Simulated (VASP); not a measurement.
# Li: single point with PBE

Crystal: Li.

```
Li
1.0
     7.09445    0.00000    0.00000
     0.00000    7.09445    0.00000
     0.00000    0.00000    7.09445
Li
16
Direct
  0.04754 0.90712 0.95601
  0.59181 0.94149 0.96065
  0.95602 0.48979 0.02591
  0.10208 0.99308 0.48885
  0.26684 0.17025 0.18245
  0.62745 0.56806 0.07841
  0.45909 0.86208 0.37013
  0.75941 0.18798 0.29088
  0.07613 0.41582 0.66823
  0.20832 0.59554 0.21586
  0.32917 0.24264 0.75042
  0.55469 0.45582 0.51426
  0.86947 0.75235 0.27120
  0.72038 0.09853 0.59985
  0.33560 0.75390 0.78044
  0.78179 0.70541 0.63837
```

The cell was built by a generator and needn't be a form met in nature.

```
Program                : VASP 6.6.1
Task                   : single point
Functional             : PBE
Potentials or basis    : VASP PAW PBE potentials, release 64 (Li_sv)
Cutoff                 : 520 eV
k mesh                 : 2 × 2 × 2
Occupations            : fermi-dirac, width 0.16 eV
Spin                   : no spin polarisation
Dipole correction      : no
Further INCAR settings : LREAL = Auto; ALGO = Normal; EDIFF = 1e-06; NBANDS = 38
```

- Largest force: 1.095 eV/Å
- Band gap on the k mesh: none (metal or under the smearing width)

Forces on the atoms (eV/Å):
```
Li  -0.283  0.237 -0.047
Li   0.221  0.270  0.250
Li   0.044 -0.660 -0.658
Li  -0.052 -0.092  0.222
Li   0.129  0.218 -0.069
Li  -0.878 -0.282 -0.236
Li   0.247  0.037  0.101
Li   0.280  0.204 -0.859
Li  -0.738  0.433 -0.684
Li   0.673  0.102  0.412
Li   0.726 -0.602  0.461
Li  -0.307  0.074 -0.309
Li  -0.177  0.461  0.399
Li  -0.052 -0.181  0.870
Li  -0.050 -0.386 -0.262
Li   0.217  0.166  0.410
```

Levels at points of the mesh, in eV from the Fermi level:
| k point | band 21 | band 22 | band 23 | band 24 | band 25 | band 26 |
| --- | --- | --- | --- | --- | --- | --- |
| (0.00, 0.00, 0.00) | -0.94 | -0.90 | -0.75 | 0.25 | 0.43 | 0.60 |
| (0.50, 0.00, 0.00) | -0.57 | -0.53 | -0.46 | -0.35 | -0.23 | -0.14 |
| (0.00, 0.50, 0.00) | -0.55 | -0.52 | -0.46 | -0.38 | -0.11 | -0.05 |
| (0.00, 0.00, 0.50) | -0.55 | -0.51 | -0.45 | -0.38 | -0.26 | -0.20 |
| (0.50, 0.50, 0.00) | -0.27 | -0.16 | -0.06 | 0.07 | 0.16 | 0.30 |
| (0.00, 0.50, 0.50) | -0.29 | -0.14 | -0.10 | 0.10 | 0.15 | 0.29 |
| (0.50, 0.00, 0.50) | -0.36 | -0.15 | -0.04 | 0.06 | 0.18 | 0.37 |
| (0.50, 0.50, 0.50) | -1.54 | -1.46 | -1.40 | -1.26 | 1.71 | 1.93 |

It took 2.4 min on 1 thread of Intel(R) Xeon(R) Platinum 8259CL CPU @ 2.50GHz (Skylake/Cascade Lake) (shared host), peak memory 0.37 GiB.

Caveat: the k mesh is coarse (spacing up to 0.44 Å⁻¹), so the values aren't converged; forces of over 1 eV/Å show positions far from the minimum, so gaps and moduli don't describe the material at rest.
